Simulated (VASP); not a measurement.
Here is a VASP 6.6.1 calculation.

The input INCAR:

```
SYSTEM = Al
PREC = Accurate
ENCUT = 600
EDIFF = 1E-6
ISMEAR = -1
SIGMA = 0.05
LREAL = .FALSE.
LASPH = .TRUE.
NELM = 60
ALGO = Normal
ISIF = 3
LWAVE = .FALSE.
LCHARG = .FALSE.
GGA = B5
ALDAX = 1.0
AGGAX = 1.0
AGGAC = 1.0
ALDAC = 0.0
IVDW = 11
VDW_S6 = 1.0
VDW_S8 = 1.682
VDW_SR = 1.094
VDW_SR8 = 1.0
IBRION = 2
NSW = 40
EDIFFG = -0.01
```

Contents of KPOINTS:

```
Automatic mesh
0
G
  11 11 11
  0 0 0
```

The input POSCAR:

```
Al
1.0
    0.0000000000      2.0248050000      2.0248050000
    2.0248050000      0.0000000000      2.0248050000
    2.0248050000      2.0248050000      0.0000000000
Al
1
Direct
    0.0000000000      0.0000000000      0.0000000000
```

Potentials or basis: VASP PAW PBE potentials, release 64 (Al).

Launch:

```bash
$ cat potpaw_PBE.64/Al/POTCAR > POTCAR
$ mpirun -np 1 vasp_std > vasp.out
```

Q: Estimate the dispersion energy per atom.

A: -0.313 eV.

Q: Predict the relaxed cell.

A: a = 2.854 Å, b = 2.854 Å, c = 2.854 Å, α = 60.00°, β = 60.00°, γ = 60.00°.

Q: Predict the space group after relaxing (to 0.05 Å).

A: Fm-3m (No. 225).

Q: What does it give for the band gap on the k mesh?

A: None (metal or under the smearing width).

Final structure:
```
CELL_PARAMETERS angstrom
0.00000 2.01839 2.01839
2.01839 0.00000 2.01839
2.01839 2.01839 0.00000
ATOMIC_POSITIONS crystal
Al 0.00000 0.00000 0.00000
```

Caveat: the PAW data sets were made with another functional, which shifts forces and pressure a little; pairwise dispersion overbinds metals, which lowers pressure and volume.

The cell as given is a measured one (16.60 Å³/atom); BLYP+D3 puts the equilibrium volume -0.9 % from it, thermal expansion not counted.
